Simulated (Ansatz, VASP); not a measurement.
## As: VASP beside Ansatz

```
CELL_PARAMETERS angstrom
2.70368 0.00000 0.00000
0.00000 2.70368 0.00000
0.00000 0.00000 2.70368
ATOMIC_POSITIONS crystal
As 0.50000 0.50000 0.50000
```

This isn't the form of As at room conditions, which is rhombohedral.

Alike in both runs: task single point; functional LDA; k mesh 18 × 18 × 18; occupations gaussian, width 0.15 eV; no spin polarisation.

|  | VASP | Ansatz |
| --- | --- | --- |
| version | VASP 6.6.1 | Ansatz 0.2.0 |
| potentials or method | VASP PAW LDA potentials, release 64 (As) | scalar-relativistic, plane waves, PAW |
| plane-wave cutoff (eV) | 520 | 420 |
| valence electrons in the cell | 5 | 15 |

|  | VASP | Ansatz | Ansatz less VASP |
| --- | --- | --- | --- |
| gap on the k mesh at the Fermi level (eV) | none | none | - |
| pressure (GPa) | -2.4 | -2.7 | -0.31 |

A gap of «none» marks a metal or a gap that the smearing closes. The two sets of potentials don't hold the same shells in valence.
